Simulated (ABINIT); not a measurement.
# CuAu (P4/mmm) in ABINIT: convergence with pawecutdg

Aim: find how far pawecutdg must go before the results for CuAu settle, at LDA. This setting moves, with any that are tied to it; all else stays.

All numbers are computed with ABINIT 10.8.3 (patched build); they aren't measurements. Logs are shortened: lines on timing, memory, paths and dates and some standing lists are left out, and cuts for length are marked. The log counts tension as positive stress, the text compression.

## 1. The structure

Symmetry: P4/mmm, No. 123, tetragonal system. Conventional cell: a = 2.811 Å, b = 2.811 Å, c = 3.685 Å, α = 90.00°, β = 90.00°, γ = 90.00°. Au (site symmetry 4/mmm) is surrounded by 8 Cu at 2.71 Å and 4 Au at 2.81 Å. Cu (site symmetry 4/mmm) is surrounded by 8 Au at 2.71 Å and 4 Cu at 2.81 Å.

## 2. With pawecutdg 26 Ha

The input, run.abi:

```
pp_dirpath "./"
pseudos "Au.LDA_PW-JTH.xml, Cu.LDA_PW-JTH.xml"

acell 5.3115466753 5.3115466753 6.9636407692
rprim
     1.0000000000     0.0000000000     0.0000000000
     0.0000000000     1.0000000000     0.0000000000
     0.0000000000     0.0000000000     1.0000000000
ntypat 2
znucl 79 29
natom 2
typat 1 2
xred
     0.0000000000     0.0000000000     0.0000000000
     0.5000000000     0.5000000000     0.5000000000

ecut 26.0
pawecutdg 26.0

kptopt 1
ngkpt 9 9 7
nshiftk 1
shiftk 0.0 0.0 0.0

ixc 7

nband 19
occopt 3
tsmear 0.1 eV

nstep 100
tolvrs 1.0e-9

iomode 3
prtwf 0
prtden 0
prteig 0
prtebands 0
enunit 2
```

Potentials or basis: JTH PAW LDA v2.0.

The run is started by

```console
> abinit run.abi > log 2>&1
```

It took 93 s on 1 thread of Arm Neoverse V1, shared host; peak memory 0.11 GiB.

Results (log left out):

```
Free energy                                           : -6324.8433 eV
Pressure                                              : -8.9 GPa
Band gap on the k mesh                                : none (metal or under the smearing width)
Valence electrons inside the program's atomic spheres : Au 9.55; Cu 17.33
```

## 3. With pawecutdg 31.2

run.abi: that of step 2 with these lines changed.

```diff
@@ -17,3 +17,3 @@
 ecut 26.0
-pawecutdg 26.0
+pawecutdg 31.2
```

Potentials or basis: JTH PAW LDA v2.0.

The run is started by

```console
> abinit run.abi > log 2>&1
```

It took 2 min on 1 thread of Arm Neoverse V1, shared host; peak memory 0.11 GiB.

It converged, with:

```
Free energy                                           : -6324.8431 eV
Pressure                                              : -9.0 GPa
Band gap on the k mesh                                : none (metal or under the smearing width)
Valence electrons inside the program's atomic spheres : Au 9.54; Cu 17.33
```

## 4. With pawecutdg 39

run.abi: that of step 3 with these lines changed.

```diff
@@ -17,3 +17,3 @@
 ecut 26.0
-pawecutdg 31.2
+pawecutdg 39.0
```

The run is started by

```console
> abinit run.abi > log 2>&1
```

Wall time 84 s (1 thread of Arm Neoverse V1, shared host); peak memory 0.11 GiB.

It converged, with:

| Property | Result |
| --- | --- |
| Free energy | -6324.8428 eV |
| Pressure | -9.0 GPa |
| Band gap on the k mesh | none (metal or under the smearing width) |
| Valence electrons inside the program's atomic spheres | Au 9.56; Cu 17.34 |

## 5. With pawecutdg 46.8

run.abi: that of step 4 with these lines changed.

```diff
@@ -17,3 +17,3 @@
 ecut 26.0
-pawecutdg 39.0
+pawecutdg 46.8
```

The run is started by

```console
> abinit run.abi > log 2>&1
```

Wall time 78 s (1 thread of Arm Neoverse V1, shared host); peak memory 0.13 GiB.

Results (log left out):

* Free energy: -6324.8427 eV
* Pressure: -9.0 GPa
* Band gap on the k mesh: none (metal or under the smearing width)
* Valence electrons inside the program's atomic spheres: Au 9.55; Cu 17.34

## 6. With pawecutdg 57.2

run.abi: that of step 5 with these lines changed.

```diff
@@ -17,3 +17,3 @@
 ecut 26.0
-pawecutdg 46.8
+pawecutdg 57.2
```

Potentials or basis: JTH PAW LDA v2.0.

The run is started by

```console
> abinit run.abi > log 2>&1
```

Run time: 88 s. Hardware: 1 thread of Arm Neoverse V1, shared host; peak memory 0.13 GiB.

Results (log left out):

| Item | Value |
| --- | --- |
| Free energy | -6324.8426 eV |
| Pressure | -8.9 GPa |
| Band gap on the k mesh | none (metal or under the smearing width) |
| Valence electrons inside the program's atomic spheres | Au 9.56; Cu 17.34 |

## 7. With pawecutdg 70.2

run.abi: that of step 6 with these lines changed.

```diff
@@ -17,3 +17,3 @@
 ecut 26.0
-pawecutdg 57.2
+pawecutdg 70.2
```

The run is started by

```console
> abinit run.abi > log 2>&1
```

Run time: 82 s. Hardware: 1 thread of Arm Neoverse V1, shared host; peak memory 0.15 GiB.

The run converged. Its results:

```yaml
Free_energy: -6324.8424 eV
Pressure: -8.9 GPa
Band_gap_on_the_k_mesh: none (metal or under the smearing width)
Valence_electrons_inside_the_program's_atomic_spheres: Au 9.55; Cu 17.34
```

## 8. With pawecutdg 85.8

run.abi: that of step 7 with these lines changed.

```diff
@@ -17,3 +17,3 @@
 ecut 26.0
-pawecutdg 70.2
+pawecutdg 85.8
```

Potentials or basis: JTH PAW LDA v2.0.

The run is started by

```console
> abinit run.abi > log 2>&1
```

run.abo:

```text
.Version 10.8.3 of ABINIT
 Symmetries : space group P4/m m m (#123); Bravais tP (primitive tetrag.)
================================================================================
 Values of the parameters that define the memory need of the present run
     intxc =       0    ionmov =       0      iscf =      17    lmnmax =      18
     lnmax =       6     mgfft =      32  mpssoang =       3    mqgrid =    3001
     natom =       2  nloc_mem =       2    nspden =       1   nspinor =       1
    nsppol =       1      nsym =      16    n1xccc =       1    ntypat =       2
    occopt =       3   xclevel =       1
       mpw =        1260          nfft =       23328          nkpt =          60
 PAW method is used; the additional fine FFT grid is defined by:
   mgfftf=        60    nfftf =    138240
================================================================================
================================================================================

--------------------------------------------------------------------------------
------------- Echo of variables that govern the present computation ------------
--------------------------------------------------------------------------------
 -outvars: echo values of preprocessed input variables --------
            acell      5.3115466753E+00  5.3115466753E+00  6.9636407692E+00 Bohr
              amu      1.96966540E+02  6.35460000E+01
             ecut      2.60000000E+01 Hartree
           enunit           2
                       outvar_i_n : Printing only first  50 k-points.
              ixc           7
                       outvar_i_n : Printing only first  50 k-points.
         kptrlatt        9    0    0      0    9    0      0    0    7
          kptrlen      4.78039201E+01
            natom           2
            nband          19
            ngfft          27      27      32
          ngfftdg          48      48      60
             nkpt          60
            nstep         100
             nsym          16
           ntypat           2
                       prtocc : prtvol=0, do not print more k-points.
           occopt           3
        pawecutdg      8.58000000E+01 Hartree
           prtden           0
        prtebands           0
           prteig           0
            prtwf           0
          spgroup         123
           tolvrs      1.00000000E-09
           tsmear      3.67493222E-03 Hartree
            typat      1  2
           useylm           1
                       outvars : Printing only first  50 k-points.
           xangst      0.0000000000E+00  0.0000000000E+00  0.0000000000E+00
                       1.4053747267E+00  1.4053747267E+00  1.8424999987E+00
            xcart      0.0000000000E+00  0.0000000000E+00  0.0000000000E+00
                       2.6557733376E+00  2.6557733376E+00  3.4818203846E+00
             xred      0.0000000000E+00  0.0000000000E+00  0.0000000000E+00
                       5.0000000000E-01  5.0000000000E-01  5.0000000000E-01
            znucl       79.00000   29.00000

================================================================================

 chkinp: Checking input parameters for consistency.

================================================================================
[... 142 lines left out ...]

 cartesian forces (hartree/bohr) at end:
    1     -0.00000000000000    -0.00000000000000    -0.00000000000000
    2     -0.00000000000000    -0.00000000000000    -0.00000000000000
 frms,max,avg= 0.0000000E+00 0.0000000E+00   0.000E+00  0.000E+00  0.000E+00 h/b

 cartesian forces (eV/Angstrom) at end:
    1     -0.00000000000000    -0.00000000000000    -0.00000000000000
    2     -0.00000000000000    -0.00000000000000    -0.00000000000000
 frms,max,avg= 0.0000000E+00 0.0000000E+00   0.000E+00  0.000E+00  0.000E+00 e/A
 length scales=  5.311546675300  5.311546675300  6.963640769200 bohr
              =  2.810749453310  2.810749453310  3.684999997476 angstroms
 Fermi (or HOMO) energy (hartree) =   0.27108   Average Vxc (hartree)=  -0.44191
 Eigenvalues (hartree) for nkpt=  60  k points:
 kpt#   1, nband= 19, wtk=  0.00176, kpt=  0.0000  0.0000  0.0000 (reduced coord)
  -3.82401   -2.27442   -2.27397   -2.27397   -0.08953    0.02937    0.03556    0.12300
   0.12300    0.16252    0.16768    0.19360    0.21003    0.21816    0.21816    0.34740
   0.56399    0.64015    0.64015
      occupation numbers for kpt#   1
   2.00000    2.00000    2.00000    2.00000    2.00000    2.00000    2.00000    2.00000
   2.00000    2.00000    2.00000    2.00000    2.00000    2.00000    2.00000    0.00000
   0.00000    0.00000    0.00000
 prteigrs : prtvol=0 or 1, do not print more k-points.

 Fermi (or HOMO) energy (eV) =   7.37646   Average Vxc (eV)= -12.02500
 Eigenvalues (   eV  ) for nkpt=  60  k points:
 kpt#   1, nband= 19, wtk=  0.00176, kpt=  0.0000  0.0000  0.0000 (reduced coord)
-104.05661  -61.89019  -61.87800  -61.87800   -2.43634    0.79909    0.96772    3.34713
   3.34713    4.42227    4.56279    5.26801    5.71534    5.93646    5.93646    9.45317
  15.34699   17.41950   17.41950
 prteigrs : prtvol=0 or 1, do not print more k-points.

--- !EnergyTerms
iteration_state     : {dtset: 1, }
comment             : Components of total free energy in Hartree
kinetic             :  2.01933238675678E+01
hartree             :  5.48644617390671E+01
xc                  : -5.74442469629817E+00
Ewald energy        : -1.46035162557382E+02
psp_core            :  1.07443884370498E+01
local_psp           : -1.36885001406086E+02
PAW spherical_terms : -2.95707318870668E+01
internal            : -2.32433146503148E+02
'-kT*entropy'       : -5.15614279281298E-04
total_energy        : -2.32433662117428E+02
total_energy_eV     : -6.32484215644517E+03
...

--- !EnergyTermsDC
iteration_state     : {dtset: 1, }
comment             : '"Double-counting" decomposition of free energy'
band_energy         : -1.82938305080276E+01
Ewald energy        : -1.46035162557382E+02
psp_core            :  1.07443884370498E+01
xc_dc               : -5.34725879847236E+01
PAW spherical_terms : -2.53759703901331E+01
internal            : -2.32433163003216E+02
'-kT*entropy'       : -5.15614279281298E-04
total_energy_dc     : -2.32433678617496E+02
total_energy_dc_eV  : -6.32484260543489E+03
...

--- !EnergyTermsWithPAWCore
iteration_state     : {dtset: 1, }
comment             : 'Components of total free energy, including PAW core contributions'
Total energy        : -2.06539698362827E+04
Total energy DC     : -2.06539698527828E+04
Total energy (eV)   : -5.62023150727930E+05
Total energy DC (eV): -5.62023151176919E+05
...

 Cartesian components of stress tensor (hartree/bohr^3)
  sigma(1 1)=  3.01829526E-04  sigma(3 2)=  0.00000000E+00
  sigma(2 2)=  3.01829526E-04  sigma(3 1)=  0.00000000E+00
  sigma(3 3)=  3.07433993E-04  sigma(2 1)=  0.00000000E+00

-Cartesian components of stress tensor (GPa)         [Pressure= -8.9351E+00 GPa]
- sigma(1 1)=  8.88013124E+00  sigma(3 2)=  0.00000000E+00
- sigma(2 2)=  8.88013124E+00  sigma(3 1)=  0.00000000E+00
- sigma(3 3)=  9.04502035E+00  sigma(2 1)=  0.00000000E+00

== END DATASET(S) ==============================================================
================================================================================

 -outvars: echo values of variables after computation  --------
            acell      5.3115466753E+00  5.3115466753E+00  6.9636407692E+00 Bohr
           etotal     -2.3243367862E+02
            fcart     -0.0000000000E+00 -0.0000000000E+00 -0.0000000000E+00
                      -0.0000000000E+00 -0.0000000000E+00 -0.0000000000E+00
           strten      3.0182952611E-04  3.0182952611E-04  3.0743399309E-04
                       0.0000000000E+00  0.0000000000E+00  0.0000000000E+00
           xangst      0.0000000000E+00  0.0000000000E+00  0.0000000000E+00
                       1.4053747267E+00  1.4053747267E+00  1.8424999987E+00
             xred      0.0000000000E+00  0.0000000000E+00  0.0000000000E+00
                       5.0000000000E-01  5.0000000000E-01  5.0000000000E-01
 Calculation completed.
```

It took 86 s on 1 thread of Arm Neoverse V1, shared host; peak memory 0.16 GiB.

Results:

| Item | Value |
| --- | --- |
| Free energy | -6324.8426 eV |
| Pressure | -8.9 GPa |
| Band gap on the k mesh | none (metal or under the smearing width) |
| Valence electrons inside the program's atomic spheres | Au 9.56; Cu 17.33 |

## 9. The series at a glance

```tsv
pawecutdg	energy less the tightest run, at zero smearing (meV/atom)	pressure (GPa)	SCF cycles	CPU time (s)	peak memory (GiB)
26 Ha	-0.36	-8.90	28	93	0.11
31.2	-0.24	-8.95	38	120	0.11
39	-0.09	-8.97	25	84	0.11
46.8	-0.03	-9.00	23	78	0.13
57.2	-0.01	-8.93	26	88	0.13
70.2	0.09	-8.93	24	82	0.15
85.8	0.00	-8.94	25	86	0.16
```

Against the tightest run, the energy stays within 1 meV/atom from 26 Ha on; the pressure stays within 0.1 GPa from 26 Ha on. The tightest run that finished is the yardstick and may itself not be fully converged.
